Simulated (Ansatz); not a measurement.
## How much do the gradients of BN depend on the method?

Cell: a COD entry, whose atoms a relaxation with PBE at fixed cell left in place.

```
B N
1.0
     2.54000    0.00000    0.00000
    -1.27000    2.19970    0.00000
     0.00000    0.00000    6.59800
B N
2 2
Direct
  0.33333 0.66667 0.25000
  0.66667 0.33333 0.75000
  0.33333 0.66667 0.75000
  0.66667 0.33333 0.25000
```

Atom numbers follow the list; atoms alike are taken as one site, whose name carries the number of the first.

First run. All values are calculated (Ansatz; DFT, PBE, plane waves and PAW, scalar-relativistic, 420 eV cutoff, Γ-centred 13×13×5 k-points, Fermi–Dirac smearing 0.02 eV), not measured.

```csv
site,atom,V_zz (10²¹ V/m²),η
B,1,2.74,0.00
N,3,-0.78,0.00
```

Second run. The same atoms and settings, except that the functional is PBEsol.

**Question.** Given the first result, estimate the second.

**Answer.** 

```
site  atom   V_zz     η  change of V_zz
   B     1   2.72  0.00           -0.02
   N     3  -0.55  0.00           +0.23
```

The largest change of V_zz is on N, from -0.78 to -0.55. In per cent, |V_zz| changes by -1 on B, -30 on N (all sites that start above 0.5).

For the first run: At this cell the PBE pressure is -6 GPa (principal stresses up to 11 GPa in size), so it isn't the equilibrium cell of PBE. The entry's cell may itself be off.
For the second run: At this cell the PBEsol pressure is -9 GPa (principal stresses up to 14 GPa in size), so it isn't the equilibrium cell of PBEsol.
